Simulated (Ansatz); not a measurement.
Space group P4/nmm:1 (No. 129). a = 3.868 Å, b = 3.868 Å, c = 5.065 Å, α = 90.00°, β = 90.00°, γ = 90.00°
```
atom site symmetry x y z
  Sn    2c       4mm  0.5000  0.0000  0.2288
   O    2a      -4m2  0.0000  0.0000  0.0000
```

Equation of state of this SnO structure (not necessarily the ground state), with shape and atoms relaxed at each volume where symmetry leaves them free. All numbers below come from DFT PBE, scalar-relativistic, plane waves, PAW in Ansatz 0.2.0.

Cutoff 420 eV; k points 10×10×8 on the computed 4-atom cell (Γ-centred); Gaussian smearing, width 0.02 eV; no spin polarisation.

```csv
V (Å³/atom),E − E(largest V) (meV/atom),P (GPa),gap on mesh (eV)
17.812,2.44,1.70,0.10
18.381,-1.64,0.77,0.29
18.949,-2.87,0.01,0.50
19.518,-2.09,-0.44,0.69
20.086,0.00,-0.74,0.89
```

**Question.** Fit a third-order Birch–Murnaghan equation to E(V).

**Answer.** V0 = 18.98 Å³/atom, B0 = 18 GPa, B0' = 11.8. B0' is unusual or poorly fixed by this range.